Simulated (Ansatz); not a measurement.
# TiAl (Pm-3m) in Ansatz: further runs

One crystal, TiAl, is run at these levels: LDA, PBEsol, r2SCAN; tasks: band structure.

Everything below comes from runs of Ansatz 0.2.0. Logs are shortened: lines on timing, memory, paths and dates and some standing lists are left out, and cuts for length are marked.

## Step 1: The structure

Symmetry: Pm-3m, No. 221, cubic system. Conventional cell: a = 3.179 Å, b = 3.179 Å, c = 3.179 Å, α = 90.00°, β = 90.00°, γ = 90.00°. Around Ti (site symmetry m-3m) lie 8 Al at 2.75 Å. Al (site symmetry m-3m) has 8 Ti at 2.75 Å as nearest neighbours.

The cell comes from a database or a generator and needn't be the stable form of this composition.

## Step 2: Band structure, LDA

input.yaml

```yaml
crystal:
  lattice:
    - [3.179064, 0.0, 0.0]
    - [0.0, 3.179064, 0.0]
    - [0.0, 0.0, 3.179064]
  atoms:
    - { symbol: Ti, position: [0.0, 0.0, 0.0] }
    - { symbol: Al, position: [0.5, 0.5, 0.5] }
hamiltonian:
  xc: lda
  pseudopotentials: { kind: paw }
kpoints:
  mp_grid: { grid: [5, 5, 5] }
  band_path:
    path:
      - [[0.0, 0.0, 0.0], [0.0, 0.5, 0.0], [0.5, 0.5, 0.0], [0.0, 0.0, 0.0], [0.5, 0.5, 0.5], [0.0, 0.5, 0.0]]
      - [[0.5, 0.5, 0.0], [0.5, 0.5, 0.5]]
    npoints: 14
scf:
  occupations: { method: fermi_dirac, width: 0.05 }
  n_extra_bands: 6
output:
  forces: true
  stress: true
  eigenvalues: true
  fatbands: true
```

Potentials or basis: Ansatz PAW.

On the command line:

```console
$ ansatz run input.yaml --threads 2 --pin off --max-ram 5632MiB --backend cpu --events-out ev --progress --plain --runs-dir out
```

Output:

```text
Warning: RAYON_NUM_THREADS=2 ignored (pool sized by the plan → 2); use --threads N
scf.n_extra_bands = 6 over 8 filled bands (N_el = 15.0): the run solves 14 bands
Engine: ansatz 0.2.0, aarch64-unknown-linux-gnu
Pseudopotentials: kind: paw
Pseudopotential: Ti, paw, valence charge 12, recommended cutoff 420 eV (normal), Ti.paw.azcp
Pseudopotential: Al, paw, valence charge 3, recommended cutoff 420 eV (normal), Al.paw.azcp
Functional definition: SPW92
  exchange = slater_x
  correlation = pw_c
Crystal: 2 atoms, lattice volume = 32.129 Å³
Basis set: ecut = 420 eV, 619 PW (Γ)
Bands: 14, of which v1, the nominal top of the filled ones, is band 8 counted from 1 (7 counted from 0)
Symmetry: 48 space group operations
Space group: Pm-3m (ITA 221), of the structure as read, at distance tolerance 3.2e-5 Å
k-points: 10 of 125
Non-local potential: Ti, projectors of the file, l = 0: 3, l = 1: 2, l = 2: 3, l = 3: 1
Non-local potential: Al, projectors of the file, l = 0: 2, l = 1: 2, l = 2: 1
PAW form: soft (Blöchl's): semilocal exchange-correlation on the pseudo side does not see the compensation charge
PAW frozen core: Ti, regenerated for the run's functional, and the local potential with it (the file was generated under x = pbe(κ = 0.804, μ = 0.2195149727645171), c = pbe(β = 0.06672455060314922))
PAW frozen core: Al, regenerated for the run's functional, and the local potential with it (the file was generated under x = pbe(κ = 0.804, μ = 0.2195149727645171), c = pbe(β = 0.06672455060314922))
PAW one-centre angular grid: Ti, 590 points (default); XC on 64 Gauss nodes
PAW one-centre angular grid: Al, 110 points (default); XC on 64 Gauss nodes
Initial density: superposition of atomic densities (neutral atoms: chi_scale 0, normalization atom), corrected by the library's trained network
Initial wavefunctions: pseudopotential atomic-orbital guess
Functional: x = slater, c = lda
SCF iter   1: F=—  HF=-2963.722399 eV  |F-HF|=—  |Δ(HF+E_count)|=         —  Δρ=6.38e-3  dr2=2.08e-2  ethr=1.77e-3  ⟨swp⟩=5.2  Hψ=708  notcnv=0
preconditioner: auto → none  [insulator: Δε(μ)=0.162 eV  Ē_g=6.742 eV  σ=0.050 eV  W_gap=0.66  n_scr=6 (ndim 8)  ℏωp=17.3 eV  f_vac=0.000  D(μ)=2.65/eV (n_scr^D=26)  ε∞_Penn≈7.6]
SCF iter   2: F=—  HF=-2963.718600 eV  |F-HF|=—  |Δ(HF+E_count)|=   3.80e-3  Δρ=2.99e-3  dr2=4.58e-3  ethr=1.39e-4  ⟨swp⟩=1.1  Hψ=221  notcnv=0  defer=1
SCF iter   3: F=—  HF=-2963.717636 eV  |F-HF|=—  |Δ(HF+E_count)|=   9.63e-4  Δρ=2.04e-4  dr2=8.23e-6  ethr=3.05e-5  ⟨swp⟩=1.4  Hψ=142  notcnv=0  defer=1
SCF iter   4: F=—  HF=-2963.717643 eV  |F-HF|=—  |Δ(HF+E_count)|=   6.58e-6  Δρ=5.42e-5  dr2=1.27e-6  ethr=5.49e-8  ⟨swp⟩=2.5  Hψ=185  notcnv=0  defer=1
iter 5 did not close the SCF: its close was put off for the readings that it lacked (scf_convergence_deferred on its scf_iter line)
SCF iter   5: F=-2963.717642 eV  HF=-2963.717643 eV  |F-HF|=6.13e-8  |Δ(HF+E_count)|=   2.84e-7  Δρ=1.20e-5  dr2=6.83e-8  ethr=8.49e-9  ⟨swp⟩=1.7  Hψ=150  notcnv=0  defer=1
SCF iter   6: F=-2963.717642 eV  HF=-2963.717642 eV  |F-HF|=8.07e-10  |Δ(HF+E_count)|=   1.50e-8  Δρ=1.84e-6  dr2=7.63e-10  ethr=4.55e-10  ⟨swp⟩=3.6  Hψ=464  notcnv=0
SCF 1 converged in 6 iterations: F = -2963.717642 eV  dr2 = 7.63e-10
NSCF: frozen V_eff on 86 k-points
SCF converged after 6 iterations
Free energy (F): -2963.717642 eV
Harris-Foulkes:  -2963.717642 eV  (|F-HF|=8.07e-10)
Internal energy: -2963.695808 eV  (E = F + TS)
E sigma→0 (E₀):  -2963.706725 eV
Entropy (-TS):   -0.021834 eV (-10.917 meV/atom)
Fermi energy:    11.085158 eV
--- Per-component energies (eV) ---
  E_band       = -164.010254
  E_kinetic    = 296.305593
  E_local      = -1025.741655  (includes V_loc(G=0)·N_el)
  E_nonlocal   = 23.763056
  E_hartree    = 434.688511
  E_xc         = -136.370296
  E_vxc        = -151.410277  (∫ρ·V_xc dr)
  E_paw        = -1442.808967  (= ΣΔE_a)
  E_vpaw       = -176.305201  (= ΣTr[D̂ρ^β])
  E_aug_tail   = 0.000104  (compensation charges beyond the density's cutoff)
  E_ewald      = -1113.913820
  E_core_change = 0.381667  (= ΣΔE_core)
  E_smearing   = -0.021834  (= −TS)
  E_closure    = -0.000000  (closes the sum)
  Σ components = -2963.717642   (vs F -2963.717642, Δ=0.00e0)
--- Forces (eV/Å), atoms counted from 1 ---
  atom   1  Ti    -0.00000000    -0.00000000     0.00000000
  atom   2  Al     0.00000000    -0.00000000     0.00000000
  max |Σ_I F_I| component: 8.38e-31 eV/Å
--- Stress (GPa, compression-positive) ---
       -5.725991      -0.000000       0.000000
        0.000000      -5.725991       0.000000
        0.000000       0.000000      -5.725991
  P = ⅓ Tr σ = -5.7260 GPa (-57.260 kbar)
--- Band table (eV; the first three rows and the last of 10) ---
  k-point 0: bands = ["-45.1666", "-21.6769", "-21.6769", "-21.6769", "1.9629", "9.7323", "9.7323", "12.8894", "12.8894", "12.8894", "15.5819", "15.5819", "15.5819", "20.0315"]
  k-point 1: bands = ["-45.1613", "-21.7383", "-21.6715", "-21.6715", "2.5916", "9.2411", "9.9962", "12.1329", "12.1329", "12.9587", "14.1099", "16.8143", "16.8143", "19.2702"]
  k-point 2: bands = ["-45.1525", "-21.8363", "-21.6628", "-21.6628", "4.3291", "7.0281", "10.5022", "11.3627", "11.3627", "13.0742", "14.0083", "17.9942", "19.1437", "19.1437"]
  k-point 9: bands = ["-45.1255", "-21.7965", "-21.7946", "-21.7946", "7.1843", "8.3678", "8.3678", "12.4725", "12.6905", "12.6905", "13.1042", "15.2306", "15.2306", "18.2411"]
```

Wall time 0.91 s (2 threads of Arm Neoverse V2, shared host); peak memory 0.27 GiB.

What came out:

* Free energy: -2963.7176 eV
* Pressure: -5.7 GPa
* Band gap on the k mesh: none (metal or under the smearing width)

Levels at the corners of the path, in eV from the Fermi level:
```
point  band 4  band 5  band 6  band 7  band 8  band 9  band 10  band 11
    Γ  -32.76   -9.12   -1.35   -1.35    1.80    1.80     1.80     4.50
    X  -32.75   -5.89   -5.04   -0.48    0.17    0.17     2.01     3.05
    M  -32.73   -4.93   -1.93   -1.93   -1.38    0.72     0.72     2.79
    Γ  -32.76   -9.12   -1.35   -1.35    1.80    1.80     1.80     4.50
    R  -32.89   -3.00   -3.00   -3.00    0.64    2.85     2.85     3.06
    X  -32.75   -5.89   -5.04   -0.48    0.17    0.17     2.01     3.05
    M  -32.73   -4.93   -1.93   -1.93   -1.38    0.72     0.72     2.79
    R  -32.89   -3.00   -3.00   -3.00    0.64    2.85     2.85     3.06
```

Caveat: the k mesh is coarse (spacing up to 0.40 Å⁻¹), so the values aren't converged; the PAW data sets come from PBE, with cores solved anew for the run's functional, which leaves a small shift of forces and pressure.

## Step 3: Band structure, PBEsol

input.yaml: that of step 2 with these lines changed.

```diff
@@ -9,3 +9,3 @@
 hamiltonian:
-  xc: lda
+  xc: pbesol
   pseudopotentials: { kind: paw }
@@ -25,2 +25,2 @@
   eigenvalues: true
-  fatbands: true
+  fatbands: false
```

Potentials or basis: Ansatz PAW.

On the command line:

```console
$ ansatz run input.yaml --threads 2 --pin off --max-ram 5632MiB --backend cpu --events-out ev --progress --plain --runs-dir out
```

It took 0.75 s on 2 threads of Arm Neoverse V2, shared host; peak memory 0.27 GiB.

It converged, with:

```yaml
Free_energy: -2998.9920 eV
Pressure: -2.4 GPa
Band_gap_on_the_k_mesh: none (metal or under the smearing width)
```

Levels at the corners of the path, in eV from the Fermi level:
```tsv
point	band 5	band 6	band 7	band 8	band 9	band 10
Γ	-9.18	-1.37	-1.37	1.85	1.85	1.85
X	-5.93	-5.11	-0.49	0.20	0.20	2.05
M	-4.93	-2.01	-2.01	-1.41	0.75	0.75
Γ	-9.18	-1.37	-1.37	1.85	1.85	1.85
R	-3.02	-3.02	-3.02	0.73	2.88	2.88
X	-5.93	-5.11	-0.49	0.20	0.20	2.05
M	-4.93	-2.01	-2.01	-1.41	0.75	0.75
R	-3.02	-3.02	-3.02	0.73	2.88	2.88
```

Caveat: the k mesh is coarse (spacing up to 0.40 Å⁻¹), so the values aren't converged; the PAW data sets come from PBE, with cores solved anew for the run's functional, which leaves a small shift of forces and pressure.

## Step 4: Band structure, r2SCAN

input.yaml: that of step 3 with these lines changed.

```diff
@@ -9,3 +9,3 @@
 hamiltonian:
-  xc: pbesol
+  xc: r2scan
   pseudopotentials: { kind: paw }
```

On the command line:

```console
$ ansatz run input.yaml --threads 2 --pin off --max-ram 5632MiB --backend cpu --events-out ev --progress --plain --runs-dir out
```

It took 1.4 s on 2 threads of Arm Neoverse V2, shared host; peak memory 0.32 GiB.

Results (log left out):

| Quantity | Value |
| --- | --- |
| Free energy | -3045.4140 eV |
| Pressure | -0.8 GPa |
| Band gap on the k mesh | none (metal or under the smearing width) |

Levels at the corners of the path, in eV from the Fermi level:
```
point  band 5  band 6  band 7  band 8  band 9  band 10
    Γ   -9.77   -1.52   -1.52    2.12    2.12     2.12
    X   -6.33   -5.51   -0.56    0.36    0.36     2.33
    M   -5.12   -2.30   -2.30   -1.53    0.95     0.95
    Γ   -9.77   -1.52   -1.52    2.12    2.12     2.12
    R   -3.17   -3.17   -3.17    1.05    2.97     2.97
    X   -6.33   -5.51   -0.56    0.36    0.36     2.33
    M   -5.12   -2.30   -2.30   -1.53    0.95     0.95
    R   -3.17   -3.17   -3.17    1.05    2.97     2.97
```

Caveat: the k mesh is coarse (spacing up to 0.40 Å⁻¹), so the values aren't converged; the PAW data sets come from PBE, with cores solved anew for the run's functional, which leaves a small shift of forces and pressure.

## Step 5: Band structure, PBEsol

input.yaml: that of step 4 with these lines changed.

```diff
@@ -9,6 +9,6 @@
 hamiltonian:
-  xc: r2scan
+  xc: pbesol
   pseudopotentials: { kind: paw }
 kpoints:
-  mp_grid: { grid: [5, 5, 5] }
+  mp_grid: { grid: [8, 8, 8] }
   band_path:
@@ -25,2 +25,2 @@
   eigenvalues: true
-  fatbands: false
+  fatbands: true
```

On the command line:

```console
$ ansatz run input.yaml --threads 2 --pin off --max-ram 5632MiB --backend cpu --events-out ev --progress --plain --runs-dir out
```

Run time: 1.3 s. Hardware: 2 threads of Arm Neoverse V2, shared host; peak memory 0.28 GiB.

The run converged. Its results:

* Free energy: -2998.9853 eV
* Pressure: -2.4 GPa
* Band gap on the k mesh: none (metal or under the smearing width)

Levels at the corners of the path, in eV from the Fermi level:
| point | band 4 | band 5 | band 6 | band 7 | band 8 | band 9 | band 10 | band 11 |
| --- | --- | --- | --- | --- | --- | --- | --- | --- |
| Γ | -32.95 | -9.25 | -1.43 | -1.43 | 1.80 | 1.80 | 1.80 | 4.41 |
| X | -32.93 | -6.01 | -5.18 | -0.54 | 0.14 | 0.14 | 2.00 | 3.02 |
| M | -32.91 | -5.01 | -2.08 | -2.08 | -1.47 | 0.70 | 0.70 | 2.77 |
| Γ | -32.95 | -9.25 | -1.43 | -1.43 | 1.80 | 1.80 | 1.80 | 4.41 |
| R | -33.07 | -3.09 | -3.09 | -3.09 | 0.65 | 2.83 | 2.83 | 2.90 |
| X | -32.93 | -6.01 | -5.18 | -0.54 | 0.14 | 0.14 | 2.00 | 3.02 |
| M | -32.91 | -5.01 | -2.08 | -2.08 | -1.47 | 0.70 | 0.70 | 2.77 |
| R | -33.07 | -3.09 | -3.09 | -3.09 | 0.65 | 2.83 | 2.83 | 2.90 |

Caveat: the PAW data sets come from PBE, with cores solved anew for the run's functional, which leaves a small shift of forces and pressure.

## Step 6: Overview

```csv
level,k mesh,cutoff (eV),mesh quality,gap on the mesh (eV),pressure (GPa)
LDA,5 × 5 × 5,420,coarse,none,-5.7
PBEsol,5 × 5 × 5,420,coarse,none,-2.4
r2SCAN,5 × 5 × 5,500,coarse,none,-0.8
PBEsol,8 × 8 × 8,420,not flagged,none,-2.4
```

Alike in all rows: task band structure; potentials or basis Ansatz PAW; no spin polarisation; cell as given; smearing fermi-dirac 0.05 eV.

Caveats: some runs use coarse meshes; the PAW data sets come from PBE, with cores solved anew for the run's functional, which leaves a small shift of forces and pressure.

Total energies depend on the potentials used, so only differences within one code and one set of settings carry meaning.
